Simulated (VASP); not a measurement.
A run of VASP 6.6.1 is set up as follows.

Contents of INCAR:

```
PREC = Accurate
ENCUT = 520
EDIFF = 1E-7
ISMEAR = 0
SIGMA = 0.05
LREAL = False
LASPH = True
NELM = 100
ALGO = Fast
ISIF = 2
LWAVE = False
LCHARG = True
LELF = True
LVHAR = True
NBANDS = 17
```

The input KPOINTS:

```
Automatic mesh
0
Gamma
  4 4 4
```

File POSCAR:

```
PbSe
1.0
    0.0000000000      3.4041726572      3.4041726572
    3.4041726572      0.0000000000      3.4041726572
    3.4041726572      3.4041726572      0.0000000000
Pb Se
1 1
Direct
    0.0000000000      0.0000000000      0.0000000000
    0.2500000000      0.2500000000      0.2500000000
```

Potentials or basis: VASP PAW LDA potentials, release 64 (Pb_d, Se).

Launch:

```console
$ cat potpaw_LDA.64/Pb_d/POTCAR potpaw_LDA.64/Se/POTCAR > POTCAR
$ mpirun -np 1 vasp_std > vasp.out
```

**Question.** What does it give for the pressure?

**Answer.** -1.5 GPa.

**Question.** Predict the band gap on the k mesh.

**Answer.** 0.41 eV, indirect (least direct gap 0.99 eV).

Caveat: spin-orbit coupling is left out, which as a rule narrows the gap of such compounds by several tenths of an eV. A k mesh can miss the band edges.
